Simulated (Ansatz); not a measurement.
Coupled-cluster run, diethylzinc (DEZ).

```yaml
crystal:
  periodic: [false, false, false]
  atoms:
    - {symbol: C, position_ang: [0.253108, 1.978368, 1.806938]}
    - {symbol: C, position_ang: [1.044877, 0.677029, 1.678584]}
    - {symbol: Zn, position_ang: [0.516903, -0.484763, 0.193711]}
    - {symbol: C, position_ang: [-0.012710, -1.645039, -1.291766]}
    - {symbol: C, position_ang: [-1.174472, -1.132247, -2.142770]}
    - {symbol: H, position_ang: [-0.814495, 1.794584, 1.957254]}
    - {symbol: H, position_ang: [0.593575, 2.584700, 2.653767]}
    - {symbol: H, position_ang: [0.343772, 2.602286, 0.913263]}
    - {symbol: H, position_ang: [0.962342, 0.096695, 2.605009]}
    - {symbol: H, position_ang: [2.112797, 0.898921, 1.568234]}
    - {symbol: H, position_ang: [-0.259272, -2.629679, -0.877570]}
    - {symbol: H, position_ang: [0.869227, -1.807075, -1.922475]}
    - {symbol: H, position_ang: [-0.948539, -0.166853, -2.604416]}
    - {symbol: H, position_ang: [-1.424230, -1.822792, -2.956063]}
    - {symbol: H, position_ang: [-2.084783, -0.995033, -1.552300]}
basis:
  gaussian: {orbitals: def2-TZVPP}
correlation: {method: ccsd_t, frozen_orbitals: {C: 1, H: 0, Zn: 9}}
output: {orbitals: {seedname: orbitals}}
```

```sh
$ ansatz run in.yaml --threads 2 --pin off --events-out ev --progress --plain --max-ram 22528MiB --backend cuda --devices 0, --max-vram 18GiB
```

The program prints (abridged):

```
Functional definition: HF
1955 factors; integrals over basis functions are off by at most 1.3e-3 eV
mean field evaluation 1: about -52652.3385 eV, gradient 4.3e1 eV
mean field evaluation 2: about -52652.6567 eV, gradient 4.3e1 eV
mean field evaluation 4: about -52657.2759 eV, gradient 8.2e0 eV
mean field evaluation 8: about -52657.3613 eV, gradient 4.3e-1 eV
mean field -52657.36187646 eV, -1935.1223565180 hartree, gradient 1.2e-6 eV, S^2 0.000000; 0 other end points of the search recorded, 0 dependent functions left out
13 core orbitals not correlated: weight in the atoms' cores, before any rotation towards them, 1.000 or more for the frozen orbitals, at most 0.000 for the correlated occupied ones
reference -52657.36187646 eV, -1935.1223565180 hartree; 19, 19 occupied and 296, 296 virtual orbitals, 1955 factors
second order -33.59362726 eV of doubles, -0.00000000 eV of singles
cycle   1  -32.53550953 eV  change     1.1e0 eV  update   1.3e-1
cycle   2  -33.40376824 eV  change   -8.7e-1 eV  update   5.4e-2
cycle   3  -33.62586507 eV  change   -2.2e-1 eV  update   2.3e-2
cycle   4  -33.60671226 eV  change    1.9e-2 eV  update   6.7e-3
cycle   5  -33.60066364 eV  change    6.0e-3 eV  update   2.7e-3
cycle   6  -33.60205499 eV  change   -1.4e-3 eV  update   1.0e-3
cycle   7  -33.60163632 eV  change    4.2e-4 eV  update   3.6e-4
cycle   8  -33.60126799 eV  change    3.7e-4 eV  update   1.0e-4
cycle   9  -33.60131023 eV  change   -4.2e-5 eV  update   3.5e-5
cycle  10  -33.60133591 eV  change   -2.6e-5 eV  update   1.1e-5
perturbative correction -1.22820141 eV, -0.0451355693 hartree
Total energy: -52692.19141377 eV, -1936.4023184061 hartree
```

Hardware: 2 threads of an AMD EPYC 7R13 on a shared host and a share of an NVIDIA H100 80 GB. Wall time 11 s, peak host memory 0.89 GiB.

Correlation energy per correlated electron: -0.917 eV. T1 diagnostic: 0.0123.
